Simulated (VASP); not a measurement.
Crystal: AgCl.

```
Ag Cl
1.0
     0.00000    2.72297    2.72297
     2.72297    0.00000    2.72297
     2.72297    2.72297    0.00000
Ag Cl
1 1
Direct
  0.00000 0.00000 0.00000
  0.50000 0.50000 0.50000
```

The cell is a database's computed one.

Base run:

* Program: VASP 6.6.1
* Functional: r2SCAN
* Potentials or basis: VASP PAW PBE potentials, release 64 (Ag, Cl)
* Cutoff: 520 eV
* k mesh: 8 × 8 × 8
* Occupations: gaussian, width 0.02 eV
* Spin: no spin polarisation

Its results: band gap on the k mesh 1.43 eV, indirect (least direct gap 3.90 eV); pressure 3.1 GPa.

Task: The run is repeated on the same cell with these changes: functional from r2SCAN to PBEsol; k mesh from 8 × 8 × 8 to 14 × 14 × 14. What comes out?

Result: Band gap on the k mesh 0.72 eV, indirect (least direct gap 3.06 eV); pressure -0.1 GPa.

Several settings changed at once, so the effect can't be laid on one alone.

Caveats: the PAW data sets were made with another functional, which shifts forces and pressure a little.

A k mesh can miss the band edges.
